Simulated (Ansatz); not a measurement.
Two-dimensional strain map in BeS

Computed with DFT r2SCAN, scalar-relativistic, plane waves, PAW in Ansatz. Settings: plane waves to 500 eV, k-mesh 8×8×8 (Γ-centred), Gaussian smearing 0.05 eV. No spin polarisation. Energies are free energies at this smearing, counted from the undisturbed cell; pressure is positive in compression.

Zero of the scan (as given, not relaxed at this level; it stands at 1.1 GPa):

```
Be S
1.0
     0.00000    2.42500    2.42500
     2.42500    0.00000    2.42500
     2.42500    2.42500    0.00000
Be S
1 1
Cartesian
  0.0000 0.0000 0.0000
  3.6375 3.6375 3.6375
```

The cell is strained by p along both x and y and by q along z, fractional coordinates fixed. Points are written (p, q).

Energy above the undisturbed cell in meV/atom (a dash: not computed):

```
 p \ q  -0.030  -0.015  0.000  0.015  0.030
-0.030    48.7    35.5      ?   20.9   19.3
-0.015       ?       –    7.9      –    6.4
 0.000    10.0       ?    0.0      ?    3.6
 0.030    10.9       –   11.7      –   24.4
```

Problem. Fill in the withheld energies.

Solution. (-0.030, 0.000): 26.3; (-0.015, -0.030): 24.0; (0.000, -0.015): 3.2; (0.000, 0.015): 0.2.